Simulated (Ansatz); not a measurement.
**Rb: a single-point run**

The task is a single-point run on Rb.

Method: DFT, PBE, all-electron PAW with datasets made for the crystal, scalar-relativistic, in Ansatz 0.2.0.

1 further run of the same task is left out (it didn't finish).

## 1. The starting structure

It takes space group Im-3m (No. 229, cubic). The conventional cell has a = 5.498 Å, b = 5.498 Å, c = 5.498 Å, α = 90.00°, β = 90.00°, γ = 90.00°.

The input asks for a charge of +4 e on the cell.

Coordinates:

```cif
data_structure
_symmetry_space_group_name_H-M 'P 1'
_symmetry_Int_Tables_number 1
_cell_length_a 4.7618
_cell_length_b 4.7618
_cell_length_c 4.7618
_cell_angle_alpha 109.471
_cell_angle_beta 109.471
_cell_angle_gamma 109.471
_cell_volume 83.12
loop_
_atom_site_label
_atom_site_type_symbol
_atom_site_fract_x
_atom_site_fract_y
_atom_site_fract_z
_atom_site_occupancy
Rb1 Rb 0.00000 0.00000 0.00000 1
```

## 2. The calculation

File input.yaml:

```yaml
crystal:
  lattice:
    - [-2.7492058961, 2.7492058961, 2.7492058961]
    - [2.7492058961, -2.7492058961, 2.7492058961]
    - [2.7492058961, 2.7492058961, -2.7492058961]
  atoms:
    - { symbol: Rb, position: [0.0, 0.0, 0.0] }
kpoints:
  mp_grid: { grid: [8, 8, 8] }
scf:
  occupations: { method: fermi_dirac, width: 0.05 }
  max_iter: 80
hamiltonian:
  xc: pbe
  pseudopotentials: { kind: all_electron, datasets: crystal }
output:
  forces: true
  stress: true
  eigenvalues: true
  efg: { contact_densities: true }
total_charge: 4
```

The run is started by

```bash
$ ansatz run input.yaml --threads 1 --pin off --max-ram 2048MiB --backend cpu --events-out ev --progress --plain --runs-dir out
```

**Question.** How will this run end, and is anything wrong with its input?

The run converged and reported no error, with warnings (crystal datasets made, gradients without spin orbit, printed levels off). That alone doesn't make the input a sound one.

The suspect setting: total_charge is 4. With this charge the calculation describes a differently charged system.

Run again and compare: delete total_charge (the default then holds).
